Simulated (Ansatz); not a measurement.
NaF in the CsCl-type structure, relaxed with r2SCAN in the PAW code Ansatz. The symmetry is Pm-3m (No. 221, cubic); conventional cell a = 2.793 Å, 10.90 Å³ an atom. Na is surrounded by 8 F at 2.42 Å; F is surrounded by 8 Na at 2.42 Å.

The axes x, y and z are those of this cell:
```yaml
crystal:
  lattice:
    - [2.79349, 0.00000, 0.00000]
    - [0.00000, 2.79349, 0.00000]
    - [0.00000, 0.00000, 2.79349]
  atoms:
    - { symbol: Na, position: [0.00000, 0.00000, 0.00000] }
    - { symbol: F, position: [0.50000, 0.50000, 0.50000] }
```

Unstrained: PBE gives an indirect gap of 6.128 eV, from M to Γ; the least direct gap is 6.466 eV at Γ. r2SCAN gives an indirect gap of 7.058 eV, from M to Γ; the least direct gap is 7.398 eV at Γ. HSE06 gives an indirect gap of 8.331 eV, from M to Γ; the least direct gap is 8.683 eV at Γ. Meshes: PBE 10×10×10, r2SCAN 10×10×10, HSE06 6×6×6. Strains are changes of length per length. After each strain the atoms were relaxed again with r2SCAN within the symmetry that the strain leaves, so tilts or polar shifts that break it weren't tested; points keep the names that they have in the unstrained zone. Values at 0 K without nuclear motion; spin polarisation is off, and the phase may be a hypothetical one.

Question: Estimate what uniaxial +2.69 % along z, other directions held does to the gap.

Answer: PBE: the gap goes from 6.128 to 5.901 eV (-0.227 eV). r2SCAN: the gap goes from 7.058 to 6.823 eV (-0.235 eV). HSE06: the gap goes from 8.331 to 8.090 eV (-0.241 eV). The r2SCAN energy rises by 4.1 meV an atom.

Question: Estimate what biaxial +3.95 % in x and y, z held does to the gap.

Answer: PBE: the gap goes from 6.128 to 5.501 eV (-0.627 eV). r2SCAN: the gap goes from 7.058 to 6.408 eV (-0.650 eV). HSE06: the gap goes from 8.331 to 7.662 eV (-0.669 eV). The r2SCAN energy rises by 17.1 meV an atom.

Question: One strain changed the r2SCAN stress by xx +10.38, yy +0.35, zz +0.35 GPa (compression positive) and the gap by +0.118 eV (PBE), +0.133 eV (r2SCAN), +0.156 eV (HSE06). Which kind of strain was it, and roughly how large?

Answer: Uniaxial -5.21 % along x, other directions held. The pattern of the stress gives the kind; the size needs the stiffness, so it is an estimate.

The meshes of the hybrids are coarse, so their gaps aren't converged to the digits shown.
